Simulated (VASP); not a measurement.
MnO:

```
Mn O
1.0
     0.00000    2.22200    2.22200
     2.22200    0.00000    2.22200
     2.22200    2.22200    0.00000
Mn O
1 1
Direct
  0.00000 0.00000 0.00000
  0.50000 0.50000 0.50000
```

Base run:

- Program: VASP 6.6.1
- Functional: r2SCAN
- Potentials or basis: VASP PAW PBE potentials, release 64 (Mn_pv, O)
- Cutoff: 520 eV
- k mesh: 7 × 7 × 7
- Occupations: gaussian, width 0.05 eV
- Spin: collinear spin, ferromagnetic start
- Starting moments: [4.0, 0.0] μB
- Hubbard terms: Mn d U = 6 eV

Its results: pressure 4.8 GPa; site moments Mn +4.71; O +0.12 μB.

The run is repeated on the same cell with these changes: further incar settings from ALGO = Normal; EDIFF = 1e-06 to ALGO = Normal; EDIFF = 1e-06; NBANDS = 20; fixed moment from none to 1 μB. What comes out?

Pressure 3.7 GPa; site moments Mn +0.96; O -0.06 μB.

Caveats: the PAW data sets were made with another functional, which shifts forces and pressure a little; a cell with one magnetic atom can't hold antiferromagnetic order, which such compounds often take; the moment is held away from its start (some runs); the total moment is fixed, so each spin has its own Fermi level (some runs).
